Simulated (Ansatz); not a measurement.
Runs of Ansatz 0.2.0 on SnO. It takes space group P4/nmm (No. 129, tetragonal). The conventional cell has a = 3.814 Å, b = 3.814 Å, c = 4.887 Å, α = 90.00°, β = 90.00°, γ = 90.00°. Sn (site symmetry 4mm) has 4 O at 2.23 Å as nearest neighbours. Around O (site symmetry -4m2) lie 4 Sn at 2.23 Å. The cell is a database's computed one.

| level | pressure (GPa) | relaxed volume (Å³/atom) |
| --- | --- | --- |
| RPBE+D3(BJ) | 0.0 | 14.07 |
| RPBE+D4 | 0.0 | (a) |
| revPBE+D4 | 0.0 | 17.22 |
| PBEsol+D3(BJ) | 0.0 | 16.20 |
| PBEsol+D4 | 0.0 | 16.49 |
| revPBE+D3(BJ) | 0.0 | (b) |

Alike in all rows: task relaxation of cell and atoms; potentials or basis Ansatz PAW; no spin polarisation; cell relaxed; k mesh 7 × 7 × 6; cutoff (eV) 420; smearing fermi-dirac 0.05 eV.

**Question.** Fill in the values left out.

**Answer.** (a) 17.25; (b) 17.18.

Caveats: the plane-wave basis is chosen anew once the cell has moved, so the energies of steps on either side of that aren't comparable; the PAW data sets come from PBE, with cores solved anew for the run's functional, which leaves a small shift of forces and pressure; the volume moved by over 15 % at a fixed basis, so the end points are rough (some runs); pairwise dispersion overbinds metals, which lowers pressure and volume (some runs).
